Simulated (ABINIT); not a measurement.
Crystal: ZrN.

```
Zr N
1.0
     0.00000    2.30000    2.30000
     2.30000    0.00000    2.30000
     2.30000    2.30000    0.00000
Zr N
1 1
Direct
  0.50000 0.50000 0.50000
  0.00000 0.00000 0.00000
```

Base run:

```yaml
Program: ABINIT 10.8.3 (patched build)
Functional: PBE
Potentials_or_basis: PseudoDojo NC SR PBE v0.5 standard
Cutoff: 1143 eV
k_mesh: 10 × 10 × 10
Occupations: fermi-dirac, width 0.05 eV
Spin: no spin polarisation
```

Its results: band gap on the k mesh none (metal or under the smearing width); pressure -0.6 GPa.

Q: The run is repeated on the same cell with these changes: functional from PBE to LDA; potentials or basis from PseudoDojo NC SR PBE v0.5 standard to PseudoDojo NC SR LDA v0.4 stringent. What comes out?

A: Band gap on the k mesh none (metal or under the smearing width); pressure -12.4 GPa.
